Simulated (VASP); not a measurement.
Here is a VASP 6.6.1 calculation.

INCAR

```
SYSTEM = Si
ALGO = Fast
EDIFF = 1E-6
ENCUT = 520
GGA = PE
ISIF = 2
ISMEAR = 0
LASPH = .TRUE.
LCHARG = .TRUE.
LELF = .TRUE.
LREAL = .FALSE.
LVHAR = .TRUE.
LWAVE = .FALSE.
NBANDS = 11
NELM = 100
PREC = Accurate
SIGMA = 0.01
```

KPOINTS

```
k-points
0
G
  8 8 8
  0 0 0
```

POSCAR

```
Si
1.0
   -0.0027155000      2.7141422500      2.7141422500
    2.7141422500     -0.0027155000      2.7141422500
    2.7141422500      2.7141422500     -0.0027155000
Si
2
Direct
   -0.0000674435     -0.0000674435     -0.0000674435
    0.2500674435      0.2500674435      0.2500674435
```

Potentials or basis: VASP PAW PBE potentials, release 64 (Si).

Run with:

```console
$ cat potpaw_PBE.64/Si/POTCAR > POTCAR
$ mpirun -np 1 vasp_std > vasp.out
```

Question: Estimate the pressure.

Answer: 1.9 GPa.

Question: What does it give for the band gap on the k mesh?

Answer: 0.61 eV, indirect (least direct gap 2.55 eV).

Stress tensor (GPa, compression positive):
```
1.93 0.08 0.08
0.08 1.93 0.08
0.08 0.08 1.93
```

A k mesh can miss the band edges. PBE gaps usually lie below the measured ones, often by a third to a half.
